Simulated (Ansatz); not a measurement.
# Ti: the cost of one run

Method: DFT PBE, scalar-relativistic, plane waves, PAW, in Ansatz 0.2.0.

2 further runs of the same task are left out: 2 set aside as unsound or not needed. Runs told in other sessions of the task aren't counted.

## 1. The system as given

The structure is hexagonal, space group P6_3/mmc (No. 194). The conventional cell has a = 2.938 Å, b = 2.938 Å, c = 4.651 Å, α = 90.00°, β = 90.00°, γ = 120.00°. Around Ti (site symmetry -6m2) lie 12 Ti at 2.88 to 2.94 Å.

As a file:

```
Ti
1.0
     2.93846    0.00000    0.00000
    -1.46923    2.54478    0.00000
     0.00000    0.00000    4.65063
Ti
2
Direct
  0.33333 0.66667 0.25000
  0.66667 0.33333 0.75000
```

It is the result of an earlier relaxation at this level (volume 17.39 Å³/atom; gap on the mesh: none (metal)).

## 2. Zero of energy

Reference values: F = -4999.3452 eV; pressure 0.05 GPa; largest force 0.000 eV/Å; gap on the mesh none (metal). It was computed beforehand with the settings of the runs below.

## 3. Normal modes

The input, input.yaml:

```yaml
crystal:
  lattice:
    - [2.9384580613, 0.0, 0.0]
    - [-1.4692290306, 2.544779329, 0.0]
    - [0.0, 0.0, 4.6506340146]
  atoms:
    - { symbol: Ti, position: [0.3333333333, 0.6666666667, 0.25] }
    - { symbol: Ti, position: [0.6666666667, 0.3333333333, 0.75] }
basis:
  ecutwfc: 420
kpoints:
  mp_grid: { grid: [24, 24, 14] }
hamiltonian:
  xc: pbe
scf:
  occupations: { method: gaussian, width: 0.15 }
output:
  eigenvalues: true
phonons:
  method: fd
  supercell: [1, 1, 1]
  amplitude: 0.02
  eigenvectors: true
  dielectric: false
```

Command:

```bash
$ ansatz run input.yaml --threads 2 --pin off --max-ram 5120MiB --backend cpu --events-out ev --progress --plain --runs-dir out
```

Q: Estimate wall time and peak memory on 2 threads of Arm Neoverse V2, shared host.

About 71 s, with a peak of 1.6 GiB.
